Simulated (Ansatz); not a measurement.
Runs of Ansatz 0.2.0 on WC. Symmetry: Cmmm, No. 65, orthorhombic system. Conventional cell: a = 3.281 Å, b = 4.236 Å, c = 4.309 Å, α = 90.00°, β = 90.00°, γ = 90.00°. W (site symmetry mmm) is surrounded by 4 W at 2.68 Å and 8 C at 2.71 to 3.02 Å. C (site symmetry mmm) has 4 C at 2.68 Å and 8 W at 2.71 to 3.02 Å as nearest neighbours. The cell was built by a generator and needn't be a form met in nature.

```tsv
level	gap on the mesh (eV)	pressure (GPa)	relaxed volume (Å³/atom)
PBEsol+D3(BJ)	none	0.0	(a)
revPBE+D4	none	0.0	11.30
PBEsol+D4	none	0.0	11.15
RPBE+D4	none	0.0	(b)
RPBE+D3(BJ)	none	0.0	10.07
revPBE+D3(BJ)	none	0.0	11.23
```

Alike in all rows: task relaxation of cell and atoms; potentials or basis Ansatz PAW; no spin polarisation; cell relaxed; k mesh 10 × 10 × 6; cutoff (eV) 420; smearing fermi-dirac 0.05 eV.

Fill in the values left out.

(a) 11.04; (b) 11.27.

Caveats: the volume moved by over 15 % at a fixed basis, so the end points are rough; the plane-wave basis is chosen anew once the cell has moved, so the energies of steps on either side of that aren't comparable; pairwise dispersion overbinds metals, which lowers pressure and volume; the PAW data sets come from PBE, with cores solved anew for the run's functional, which leaves a small shift of forces and pressure.

A k mesh can miss the band edges, and the runs leave out spin-orbit coupling on W.

A gap of «none» marks a metal or a gap under the smearing width.
